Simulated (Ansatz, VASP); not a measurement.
**One calculation of Ba, two programs**

```
CELL_PARAMETERS angstrom
4.07163 0.00000 0.00000
0.00000 4.07163 0.00000
0.00000 0.00000 4.07163
ATOMIC_POSITIONS crystal
Ba 0.00000 0.00000 0.00000
```

The cell was built by a generator and needn't be a form met in nature.

Alike in both runs: task relaxation of cell and atoms; functional revPBE; k mesh 8 × 8 × 8; occupations fermi-dirac, width 0.1 eV; no spin polarisation.

|  | VASP | Ansatz |
| --- | --- | --- |
| version | VASP 6.6.1 | Ansatz 0.2.0 |
| potentials or method | VASP PAW PBE potentials, release 64 (Ba_sv) | plane waves (420 eV) with PAW, scalar-relativistic |
| plane-wave cutoff (eV) | 600 | 420 |
| valence electrons in the cell | 10 | 10 |

|  | VASP | Ansatz | Ansatz less VASP |
| --- | --- | --- | --- |
| relaxed volume (Å³/atom) | 67.05 | 66.14 | -0.903 |
| relaxed cell length with the largest relative difference (Å) | 4.062 | 4.044 | -0.0183 |

Caveats: the PAW data sets were made with another functional, which shifts forces and pressure a little (VASP). Spin-orbit coupling is left out, which matters for the levels of Ba.
